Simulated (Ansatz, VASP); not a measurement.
## Cs in VASP and in Ansatz

```
Cs
1.0
     5.47713    0.00000    0.00000
     0.00000    9.90288    0.00000
     0.00000    0.00000    9.20709
Cs
4
Cartesian
  4.0277 6.0109 6.9053
  1.4494 3.8920 2.3018
  4.0277 8.8434 2.3018
  1.4494 1.0595 6.9053
```

This isn't the form of Cs at room conditions, which is bcc.

Alike in both runs: task electric field gradients; functional PBE; k mesh 5 × 3 × 3; occupations fermi-dirac, width 0.05 eV; no spin polarisation.

```csv
,VASP,Ansatz
version,VASP 6.6.1,Ansatz 0.2.0
potentials or method,"VASP PAW PBE potentials, release 64 (Cs_sv)","plane-wave PAW, scalar-relativistic"
plane-wave cutoff (eV),520,420
valence electrons in the cell,36,36
```

|  | VASP | Ansatz | Ansatz less VASP |
| --- | --- | --- | --- |
| pressure (GPa) | -0.1 | -0.1 | +0.01 |
| rms of the force components (eV/Å) | 0.013 | 0.014 | +0.0002 |
| Vzz of the field gradient on the site that differs most (V/Å²) | -1.6 | -1.6 | 0.00 |

Atom by atom the forces differ by 0.000 eV/Å (rms over components). Ansatz warned: «gradients_without_spin_orbit».

The runs have no spin-orbit coupling, so splittings on Cs are missing.
